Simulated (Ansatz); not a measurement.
**Si: band gap under strain**

Aim: follow the gap of Si, lonsdaleite through these states: -1.7 % biaxial strain in x and y, z held; +1.9 % strain along x alone. The table at the end shows which levels were run.

Code: Ansatz 0.2.0. PAW datasets, plane waves. The values are computed, spin-unpolarised, and not measurements.

### 1 Starting point

The unstrained cell was relaxed with r2SCAN; in each strained cell the atoms were relaxed again with r2SCAN. Names of k-points are those of the unstrained zone, where strain can split equivalent points. First state: -1.7 % biaxial strain in x and y, z held.

It is hexagonal, P6_3/mmc (No. 194); a = 3.768 Å, c = 6.341 Å in the conventional setting, 19.49 Å³ an atom. Around Si lie 4 Si at 2.32–2.36 Å.

As a file:

Space group P6_3/mmc (No. 194). a = 3.768 Å, b = 3.768 Å, c = 6.341 Å, α = 90.00°, β = 90.00°, γ = 120.00°
```tsv
atom	site	symmetry	x	y	z
Si	4f	3m.	0.3333	0.6667	0.5642
```

### 2 -1.7 % biaxial strain in x and y, z held: PBE

input.yaml reads:

```yaml
crystal:
  lattice:
    - [3.768132978, 0.0, 0.0]
    - [-1.884066489, 3.2632988838, 0.0]
    - [0.0, 0.0, 6.3412168871]
  atoms:
    - { symbol: Si, position: [0.3333333333, 0.6666666667, 0.0017464934] }
    - { symbol: Si, position: [0.6666666667, 0.3333333333, 0.5017464934] }
    - { symbol: Si, position: [0.3333333333, 0.6666666667, 0.3732535066] }
    - { symbol: Si, position: [0.6666666667, 0.3333333333, 0.8732535066] }
kpoints:
  mp_grid: { grid: [12, 12, 4] }
  band_path:
    path:
      - [0.0, 0.0, 0.0]
      - [0.5, 0.0, 0.0]
      - [0.3333333333, 0.3333333333, 0.0]
      - [0.0, 0.0, 0.5]
      - [0.5, 0.0, 0.5]
      - [0.3333333333, 0.3333333333, 0.5]
    npoints: 1
hamiltonian:
  xc: pbe
scf:
  occupations: { method: fermi_dirac, width: 0.02 }
  n_extra_bands: 5
output:
  forces: true
  stress: true
  eigenvalues: true
```

The runs that follow: -1.7 % biaxial strain in x and y, z held: r2SCAN; -1.7 % biaxial strain in x and y, z held: HSE06; +1.9 % strain along x alone: PBE; +1.9 % strain along x alone: r2SCAN; +1.9 % strain along x alone: HSE06.

Before running it: what results should come out?

As calculated:

Least gap in eV (negative: overlap):

| state | PBE | r2SCAN | HSE06 |
| --- | --- | --- | --- |
| -1.7 % biaxial strain in x and y, z held | 0.39 | 0.58 | 0.94 |
| +1.9 % strain along x alone | 0.22 | 0.39 | 0.76 |

**Reading.** Where both were run, the HSE06 gap lies +0.54 to +0.55 eV from PBE's, each on its own k points. In PBE the gap is least under +1.9 % strain along x alone (0.22 eV) and largest under -1.7 % biaxial strain in x and y, z held (0.39 eV).
